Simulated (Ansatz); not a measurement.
**Y in Ansatz: the effect of functional**

The system is Y.

```xyz
2
Lattice="3.6229 0.0000 0.0000 -1.8115 3.1375 0.0000 0.0000 0.0000 5.6921" Properties=species:S:1:pos:R:3 pbc="T T T"
Y     1.8115    1.0458    4.2691
Y     0.0000    2.0917    1.4230
```

The cell isn't the ideal one: volume scaled by 0.98.

Alike in all runs:

* Program: Ansatz 0.2.0
* Task: single point
* Potentials or basis: Ansatz PAW
* k mesh: 8 × 8 × 5
* Occupations: fermi-dirac, width 0.05 eV
* Spin: no spin polarisation

| functional | cutoff | pressure (GPa) |
| --- | --- | --- |
| LDA | 420 eV (not typed: the program's choice for these potentials) | ? |
| r2SCAN | 500 eV (not typed: the program's choice for these potentials) | 1.6 |
| PBE | 420 eV (not typed: the program's choice for these potentials) | 0.7 |

**Question.** What does the run with functional LDA give?

**Answer.** Pressure -3.1 GPa.

Caveats: the PAW data sets come from PBE, with cores solved anew for the run's functional, which leaves a small shift of forces and pressure (some runs).
